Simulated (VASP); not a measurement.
# FeCo: intraband terms of a metal's spectrum

FeCo, Pm-3m (no. 221), 2 atoms in the cell. PBE, independent-particle dielectric function; PAW potentials Co, Fe (PBE set).

## Input

INCAR.step1:
```
EDIFF = 1E-7 ; ENCUT = 320
ISMEAR = 1 ; ISPIN = 2
KPAR = 4 ; LASPH = T
LCHARG = T ; LMAXMIX = 4
LWAVE = F ; MAGMOM = 2 3
PREC = Accurate ; SIGMA = 0.1
```

INCAR.step2:
```
CSHIFT = 0.1 ; EDIFF = 1E-6
ENCUT = 320 ; ICHARG = 11
ISMEAR = 0 ; ISPIN = 2
KPAR = 4 ; LASPH = T
LCHARG = F ; LMAXMIX = 4
LWAVE = T ; MAGMOM = 2 3
NBANDS = 26 ; NEDOS = 3000
OMEGAMAX = 30 ; PREC = Accurate
SIGMA = 0.3
```

INCAR.step3, as INCAR.step2 but for:
```
- LWAVE = T
+ ALGO = None
+ ISTART = 1
+ LOPTICS = T
+ LWAVE = F
+ NELM = 1
```

INCAR.step4, as INCAR.step3 but for:
```
+ WPLASMAI = 0.03
```

INCAR.step5 to INCAR.step6 change the same tag again: WPLASMAI = 0.1, 0.3.

INCAR.step7, as INCAR.step6 but for:
```
- WPLASMAI = 0.3
+ RTIME = 20
```

INCAR.step8, as INCAR.step7 but for:
```
- RTIME = 20
+ RTIME = 5
```

INCAR.step9, as INCAR.step8 but for:
```
- RTIME = 5
+ LNABLA = T
```

INCAR.step10, as INCAR.step9 but for:
```
- ISMEAR = 0
- LNABLA = T
+ ISMEAR = -5
```

KPOINTS.step1:
```
k-points
0
Gamma
  9 9 9
```

KPOINTS.step2:
```
k-points
0
Gamma
  14 14 14
```

POSCAR:
```
FeCo
1.0
    2.8570000000      0.0000000000      0.0000000000
    0.0000000000      2.8570000000      0.0000000000
    0.0000000000      0.0000000000      2.8570000000
Co Fe
1 1
Direct
    0.0000000000      0.0000000000      0.0000000000
    0.5000000000      0.5000000000      0.5000000000
```

Commands (each step's output is kept before the next begins):
```
cat potpaw_PBE.64/Co/POTCAR potpaw_PBE.64/Fe/POTCAR > POTCAR
cp INCAR.step1 INCAR
cp KPOINTS.step1 KPOINTS
mpirun -np 4 vasp_std > vasp.out
cp INCAR.step2 INCAR
cp KPOINTS.step2 KPOINTS
mpirun -np 4 vasp_std > vasp.out
cp INCAR.step3 INCAR
mpirun -np 4 vasp_std > vasp.out
cp INCAR.step4 INCAR
mpirun -np 4 vasp_std > vasp.out
cp INCAR.step5 INCAR
mpirun -np 4 vasp_std > vasp.out
cp INCAR.step6 INCAR
mpirun -np 4 vasp_std > vasp.out
cp INCAR.step7 INCAR
mpirun -np 4 vasp_std > vasp.out
cp INCAR.step8 INCAR
mpirun -np 4 vasp_std > vasp.out
cp INCAR.step9 INCAR
mpirun -np 4 vasp_std > vasp.out
cp INCAR.step10 INCAR
mpirun -np 4 vasp_std > vasp.out
```

## Result

- Bands: 26

One ground state, settings moved in the last step alone:

| Settings | Plasma frequency (eV) | Im ε at 0.5 eV | Im ε at 1 eV | Im ε at 2 eV | Im ε at 4 eV | Time (s) |
|---|---|---|---|---|---|---|
| interband part alone | 5.11 | 76.9 | 29.7 | 27.9 | 7.1 | 19 |
| Drude term, WPLASMAI 0.03 | 5.11 | 83.2 | 30.5 | 28.0 | 7.1 | 20 |
| Drude term, WPLASMAI 0.1 | 5.11 | 97.0 | 32.3 | 28.2 | 7.1 | 20 |
| Drude term, WPLASMAI 0.3 | 5.11 | 123.1 | 36.9 | 28.9 | 7.2 | 20 |
| relaxation time RTIME 20 fs | 5.11 | 83.8 | 30.6 | 28.0 | 7.1 | 22 |
| relaxation time RTIME 5 fs | 5.11 | 102.7 | 33.1 | 28.3 | 7.1 | 20 |
| transversal form (LNABLA) | 4.82 | 73.1 | 13.3 | 14.6 | 4.1 | 21 |
| tetrahedron method | – | – | – | – | – | no result |

VASP 6.6.1 took 184 s on 4 cores (AMD EPYC 7R43 (Zen 3)), a shared host.
